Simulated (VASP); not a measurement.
Here is a VASP 6.6.1 calculation.

POSCAR

```
P
1.0
    1.6477431241     -5.4650377251      0.0000000000
    1.6477431241      5.4650377251      0.0000000000
    0.0000000000      0.0000000000      4.5436355900
P
4
Direct
    0.9041431300      0.0958568700      0.5888151700
    0.0958568700      0.9041431300      0.4111848300
    0.5958568700      0.4041431300      0.0888151700
    0.4041431300      0.5958568700      0.9111848300
```

The input INCAR.step1:

```
SYSTEM = P
ALGO     = Fast           ! electronic algorithm
EDIFF    = 1E-7           ! SCF threshold, eV
ENCUT    = 520            ! plane-wave cutoff, eV
GGA      = PS             ! functional
ISIF     = 2              ! what is computed and relaxed
ISMEAR   = 0              ! smearing method
LASPH    = .True.         ! aspherical terms in the spheres
LCHARG   = .True.         ! write CHGCAR
LREAL    = .False.        ! projectors in reciprocal space
LWAVE    = .False.        ! write WAVECAR
NELM     = 60             ! most SCF steps
PREC     = Accurate       ! precision mode
SIGMA    = 0.02           ! smearing width, eV
```

The input KPOINTS.step1:

```
k-points
0
Gamma
  8 8 6
  0 0 0
```

Contents of INCAR.step2:

```
SYSTEM = P
ALGO     = Fast           ! electronic algorithm
EDIFF    = 1E-7           ! SCF threshold, eV
ENCUT    = 520            ! plane-wave cutoff, eV
GGA      = PS             ! functional
ICHARG   = 11             ! starting density
ISIF     = 2              ! what is computed and relaxed
ISMEAR   = 0              ! smearing method
LASPH    = .True.         ! aspherical terms in the spheres
LCHARG   = .False.        ! write CHGCAR
LREAL    = .False.        ! projectors in reciprocal space
LWAVE    = .False.        ! write WAVECAR
NELM     = 60             ! most SCF steps
PREC     = Accurate       ! precision mode
SIGMA    = 0.05           ! smearing width, eV
```

The input KPOINTS.step2:

```
path GXSRAZGYX1A1TY,ZT
20
line-mode
reciprocal
 0.0000000000  0.0000000000  0.0000000000  G
 0.2727265073  0.2727265073  0.0000000000  X

 0.2727265073  0.2727265073  0.0000000000  X
 0.0000000000  0.5000000000  0.0000000000  S

 0.0000000000  0.5000000000  0.0000000000  S
 0.0000000000  0.5000000000  0.5000000000  R

 0.0000000000  0.5000000000  0.5000000000  R
 0.2727265073  0.2727265073  0.5000000000  A

 0.2727265073  0.2727265073  0.5000000000  A
 0.0000000000  0.0000000000  0.5000000000  Z

 0.0000000000  0.0000000000  0.5000000000  Z
 0.0000000000  0.0000000000  0.0000000000  G

 0.0000000000  0.0000000000  0.0000000000  G
-0.5000000000  0.5000000000  0.0000000000  Y

-0.5000000000  0.5000000000  0.0000000000  Y
-0.2727265073  0.7272734927  0.0000000000  X1

-0.2727265073  0.7272734927  0.0000000000  X1
-0.2727265073  0.7272734927  0.5000000000  A1

-0.2727265073  0.7272734927  0.5000000000  A1
-0.5000000000  0.5000000000  0.5000000000  T

-0.5000000000  0.5000000000  0.5000000000  T
-0.5000000000  0.5000000000  0.0000000000  Y

 0.0000000000  0.0000000000  0.5000000000  Z
-0.5000000000  0.5000000000  0.5000000000  T
```

Potentials or basis: VASP PAW PBE potentials, release 64 (P).

The run is started by

```bash
$ cat potpaw_PBE.64/P/POTCAR > POTCAR
$ cp INCAR.step1 INCAR
$ cp KPOINTS.step1 KPOINTS
$ mpirun -np 1 vasp_std > vasp.out
$ cp INCAR.step2 INCAR
$ cp KPOINTS.step2 KPOINTS
$ mpirun -np 1 vasp_std > vasp.out
```

**Question.** What does it give for the band gap along the path?

**Answer.** 0.02 eV, direct.

**Question.** Estimate the band gap on the k mesh.

**Answer.** 0.02 eV, direct.

Levels at the corners of the path, in eV from the valence-band top:
```tsv
point	band 7	band 8	band 9	band 10	band 11	band 12	band 13	band 14
Γ	-4.10	-2.85	-2.59	-1.25	0.49	0.91	1.82	2.78
X	-3.71	-3.43	-2.72	-2.50	0.59	0.71	1.20	1.86
X	-3.71	-3.43	-2.72	-2.50	0.59	0.71	1.20	1.86
S	-3.44	-3.44	-2.71	-2.71	0.56	0.56	1.37	1.37
S	-3.44	-3.44	-2.71	-2.71	0.56	0.56	1.37	1.37
R	-5.38	-5.38	-1.85	-1.85	1.56	1.56	3.37	3.37
R	-5.38	-5.38	-1.85	-1.85	1.56	1.56	3.37	3.37
A	-4.85	-4.85	-1.76	-1.76	1.66	1.66	3.22	3.22
A	-4.85	-4.85	-1.76	-1.76	1.66	1.66	3.22	3.22
Z	-3.31	-3.31	-1.70	-1.70	1.35	1.35	2.84	2.84
Z	-3.31	-3.31	-1.70	-1.70	1.35	1.35	2.84	2.84
Γ	-4.10	-2.85	-2.59	-1.25	0.49	0.91	1.82	2.78
Γ	-4.10	-2.85	-2.59	-1.25	0.49	0.91	1.82	2.78
Y	-4.20	-2.43	-1.63	0.00	0.02	0.67	2.05	2.67
Y	-4.20	-2.43	-1.63	0.00	0.02	0.67	2.05	2.67
X1	-3.71	-3.43	-2.72	-2.50	0.59	0.71	1.20	1.86
X1	-3.71	-3.43	-2.72	-2.50	0.59	0.71	1.20	1.86
A1	-4.85	-4.85	-1.76	-1.76	1.66	1.66	3.22	3.22
A1	-4.85	-4.85	-1.76	-1.76	1.66	1.66	3.22	3.22
T	-2.82	-2.82	-2.02	-2.02	1.32	1.32	2.47	2.47
T	-2.82	-2.82	-2.02	-2.02	1.32	1.32	2.47	2.47
Y	-4.20	-2.43	-1.63	0.00	0.02	0.67	2.05	2.67
Z	-3.31	-3.31	-1.70	-1.70	1.35	1.35	2.84	2.84
T	-2.82	-2.82	-2.02	-2.02	1.32	1.32	2.47	2.47
```

Caveat: the log is that of the step along the path at fixed density, whose energy, stress, charges and moments have no meaning.
